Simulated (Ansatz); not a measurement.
Chalcopyrite CuInS₂ was calculated with r²SCAN-D4 in Ansatz (plane waves, PAW).

Run with plane-wave cutoff 560 eV, 10×10×10 k mesh, Fermi–Dirac smearing 0.01 eV, no spin polarisation, scalar-relativistic PAW data made under PBE.

On both sides of the equilibrium volume: at 20.547 Å³/atom the pressure is 1.61 GPa and the direct gap at Γ 0.460 eV; at 21.386 Å³/atom they are -1.44 GPa and 0.334 eV. The fitted bulk modulus is 76.2 GPa.

### Question
Work out the volume deformation potential of this gap and its pressure coefficient, in two ways.

### Answer
a_V = dE_g/d ln V = (0.334 − 0.460)/ln(21.386/20.547) = -3.15 eV. Since dP = −B d ln V, dE_g/dP = −a_V/B = 41 meV/GPa. Straight from the pressures: (0.460 − 0.334)/(1.61 − (-1.44)) = 41 meV/GPa. At this level and over this range the gap at Γ widens under pressure.

Spin–orbit coupling is not included.

Ansatz is a program for electronic structure.
